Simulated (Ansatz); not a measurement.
CuI built on the zincblende prototype, relaxed with r2SCAN, was run in the plane-wave code Ansatz under altered settings. All numbers are computed, without spin polarisation but where a row says otherwise.

```
CELL_PARAMETERS angstrom
0.00000 3.01203 3.01203
3.01203 0.00000 3.01203
3.01203 3.01203 0.00000
ATOMIC_POSITIONS crystal
Cu 0.00000 0.00000 0.00000
I 0.25000 0.25000 0.25000
```

The base run's other keys:
```yaml
kpoints:
  mp_grid: { grid: [4, 4, 4] }
hamiltonian:
  xc: hse06
scf:
  occupations: { method: fixed }
  n_extra_bands: 4
```

It takes 13 iterations with 1067 plane waves at 420 eV and 8 k points, and leaves a mean stress of +1.63 GPa. The gap over this mesh is 2.684 eV. It ran on 4 threads of Intel(R) Xeon(R) Platinum 8488C (Sapphire Rapids), with other jobs on the host.

Outcomes, with energy and stress as changes against the base:
```csv
setting,outcome,ΔF (meV/atom),Δ mean stress (GPa),gap on the mesh (eV),iterations,wall time
"PBE hybrid, exx coeff 0.3, omega 0.5 1/Å",converged,–,+0.4,2.334,15,7.9 s
"PBE hybrid, exx coeff 0.15, omega 0.3 1/Å",converged,–,-0.1,1.951,11,7.6 s
"PBE hybrid, exx coeff 0.4, omega 0.5 1/Å",converged,–,+0.6,2.714,17,8 s
"PBE hybrid, exx coeff 0.5, unscreened",converged,–,+0.2,5.574,24,7.7 s
scf.occupations: fermi_dirac 4,not converged,–,–,–,29,13 s
scf.occupations: methfessel_paxton 0.2,converged,0.0,0.0,2.684,17,7.4 s
```
A dash marks a value that wasn't obtained or can't be compared. Stress is positive in compression. The base took 7.4 s.

- PBE hybrid, exx coeff 0.3, omega 0.5 1/Å. That is 30 % exact exchange, screened with ω = 0.5 1/Å, against HSE06's 25 % screened at 0.208 1/Å. The mean stress moves by +0.4 GPa and the gap on the mesh by -0.350 eV (to 2.334). Totals of different functionals aren't comparable.
- PBE hybrid, exx coeff 0.15, omega 0.3 1/Å. That is 15 % exact exchange, screened with ω = 0.3 1/Å, against HSE06's 25 % screened at 0.208 1/Å. The mean stress moves by -0.1 GPa and the gap on the mesh by -0.733 eV (to 1.951). Totals of different functionals aren't comparable.
- PBE hybrid, exx coeff 0.4, omega 0.5 1/Å. That is 40 % exact exchange, screened with ω = 0.5 1/Å, against HSE06's 25 % screened at 0.208 1/Å. The mean stress moves by +0.6 GPa and the gap on the mesh by +0.030 eV (to 2.714). Totals of different functionals aren't comparable.
- PBE hybrid, exx coeff 0.5, unscreened. That is 50 % exact exchange, at all ranges, against HSE06's 25 % screened at 0.208 1/Å. The mean stress moves by +0.2 GPa and the gap on the mesh by +2.890 eV (to 5.574). Totals of different functionals aren't comparable.
- scf.occupations: fermi_dirac 4. The iterations end on a state that fails one of the program's checks, so there is no result. Error: refused after 4 iterations: little_group_invariance = 1.93e-1 (threshold 2.00e-3); the state that met every other criterion of the hybrid outer loop has lost the crystal's symmetry and is not regaining it fast enough for `scf.exx.max_outer_iter` (outer cycles, not inner-SCF steps) […]

Within 1 meV an atom, 0.1 GPa and 0.005 eV of the base stay: scf.occupations: methfessel_paxton 0.2.

Spin-orbit coupling is left out, which matters wherever the heavy atoms make up the band edges.

The program warns that its thresholds are loose for a hybrid's stress.

The meshes of the hybrids are coarse, so their gaps aren't converged to the digits shown.
